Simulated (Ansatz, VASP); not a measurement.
BeS: VASP beside Ansatz

The input INCAR:

```
SYSTEM = BeS
  PREC = Accurate
  ENCUT = 520
  EDIFF = 1E-7
  ISMEAR = 0
  SIGMA = 0.1
  LREAL = .FALSE.
  LASPH = .TRUE.
  NELM = 100
  ALGO = Normal
  ISIF = 2
  LWAVE = .FALSE.
  LCHARG = .FALSE.
  GGA = PE
  NBANDS = 11
```

Contents of KPOINTS:

```
regular mesh
0
G
  6 6 6
  0 0 0
```

Contents of POSCAR:

```
BeS
1.0
    0.0000000000      2.4249999500      2.4249999500
    2.4249999500      0.0000000000      2.4249999500
    2.4249999500      2.4249999500      0.0000000000
Be S
1 1
Direct
    0.0000000000      0.0000000000      0.0000000000
    0.2500000000      0.2500000000      0.2500000000
```

Input for Ansatz:

```yaml
crystal:
  lattice:
    - [0.0, 2.42499995, 2.42499995]
    - [2.42499995, 0.0, 2.42499995]
    - [2.42499995, 2.42499995, 0.0]
  atoms:
    - { symbol: Be, position: [0.0, 0.0, 0.0] }
    - { symbol: S, position: [0.25, 0.25, 0.25] }
basis:
  ecutwfc: 420
kpoints:
  mp_grid: { grid: [6, 6, 6] }
hamiltonian:
  xc: pbe
scf:
  occupations: { method: gaussian, width: 0.1 }
  lower_state_search: "off"
output:
  forces: true
  stress: true
  eigenvalues: true
```

Alike in both runs: task single point; functional PBE; k mesh 6 × 6 × 6; occupations gaussian, width 0.1 eV; no spin polarisation.

```csv
,VASP,Ansatz
version,VASP 6.6.1,Ansatz 0.2.0
potentials or method,"VASP PAW PBE potentials, release 64 (Be, S)","scalar-relativistic, plane waves, PAW"
plane-wave cutoff (eV),520,420
valence electrons in the cell,8,8
```

VASP gave:

- gap on the k mesh at the Fermi level (eV): 3.11
- least direct gap on the mesh (eV): 5.67
- pressure (GPa): 1.6

What did Ansatz give for the same quantities?

gap on the k mesh at the Fermi level (eV): 3.11; least direct gap on the mesh (eV): 5.65; pressure (GPa): 1.6.

A k mesh can miss the band edges. PBE gaps usually lie below the measured ones, often by a third to a half.
